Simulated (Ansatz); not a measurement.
Input and command of a plane-wave DFT calculation in Ansatz:

```yaml
crystal:
  lattice:
    - [0.0, 2.5575, 2.3529]
    - [2.5575, 0.0, 2.3529]
    - [2.5575, 2.5575, 0.0]
  atoms:
    - { symbol: Hf, position: [0.0, 0.0, 0.0] }
    - { symbol: O, position: [0.25, 0.25, 0.25] }
    - { symbol: O, position: [0.75, 0.75, 0.75] }
basis:
  ecutwfc: 420
kpoints:
  mp_grid: { grid: [8, 8, 8] }
hamiltonian:
  xc: pbe
scf:
  occupations: { method: gaussian, width: 0.05 }
output:
  forces: true
  stress: true
  eigenvalues: true
```

```bash
ansatz run input.yaml --threads 1 --pin off --max-ram 2560MiB --backend cpu --events-out ev --progress --plain --runs-dir out
```

Processor: Intel(R) Xeon(R) Platinum 8488C (Sapphire Rapids), 1 thread, on a host shared with other jobs.

Estimate time, memory and problem size.

About 1.5 s on 1 thread of Intel(R) Xeon(R) Platinum 8488C (Sapphire Rapids) (shared host), peak memory 0.39 GiB. It solves 23 bands at 59 k points (the mesh reduced by symmetry) with about 603 plane waves, in 6 SCF iterations.
